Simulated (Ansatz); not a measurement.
# HfC: the cost of one run

Method: DFT PBE, scalar-relativistic, plane waves, PAW, in Ansatz 0.2.0.

## Step 1: The starting structure

It takes space group P6_3/mmc (No. 194, hexagonal). The conventional cell has a = 3.343 Å, b = 3.343 Å, c = 5.203 Å, α = 90.00°, β = 90.00°, γ = 120.00°. Around Hf (site symmetry -6m2) lie 6 C at 2.33 Å. C (site symmetry -3m) has 6 Hf at 2.33 Å as nearest neighbours.

Structure file:

```cif
data_structure
_symmetry_space_group_name_H-M 'P6_3/mmc'
_symmetry_Int_Tables_number 194
_cell_length_a 3.3429
_cell_length_b 3.3429
_cell_length_c 5.2027
_cell_angle_alpha 90.000
_cell_angle_beta 90.000
_cell_angle_gamma 120.000
_cell_volume 50.35
loop_
_atom_site_label
_atom_site_type_symbol
_atom_site_symmetry_multiplicity
_atom_site_Wyckoff_symbol
_atom_site_fract_x
_atom_site_fract_y
_atom_site_fract_z
_atom_site_occupancy
Hf1 Hf 2 c 0.66667 0.33333 0.75000 1
C1 C 2 a 0.00000 0.00000 0.00000 1
```

The structure comes from the Materials Project (structure only).

## Step 2: A distortion of lower symmetry

The change: strain xx, yy, zz, yz, xz, xy = +5.7, +5.7, -0.3, +0.0, +0.0, +0.0 %; atoms moved by 0.03 Å root mean square, at most 0.03 Å.

input.yaml reads:

```yaml
crystal:
  lattice:
    - [3.5339777054, 0.0, 0.0]
    - [-1.7669888526, 3.0605144692, 0.0]
    - [0.0, 0.0, 5.1879903194]
  atoms:
    - { symbol: Hf, position: [0.66666667, 0.33333333, 0.7442337788] }
    - { symbol: Hf, position: [0.33333333, 0.66666667, 0.2442337788] }
    - { symbol: C, position: [0.0, 0.0, 0.0057662212] }
    - { symbol: C, position: [0.0, 0.0, 0.5057662212] }
basis:
  ecutwfc: 420
kpoints:
  mp_grid: { grid: [12, 12, 8] }
hamiltonian:
  xc: pbe
scf:
  occupations: { method: gaussian, width: 0.1 }
output:
  forces: true
  stress: true
  eigenvalues: true
```

Started as:

```sh
$ ansatz run input.yaml --threads 1 --pin off --max-ram 1331MiB --backend cpu --events-out ev --progress --plain --runs-dir out
```

**Question.** How long does this run take on 1 thread of an Arm CPU, shared host, and how much memory does it need?

About 14 s, with a peak of 0.39 GiB.
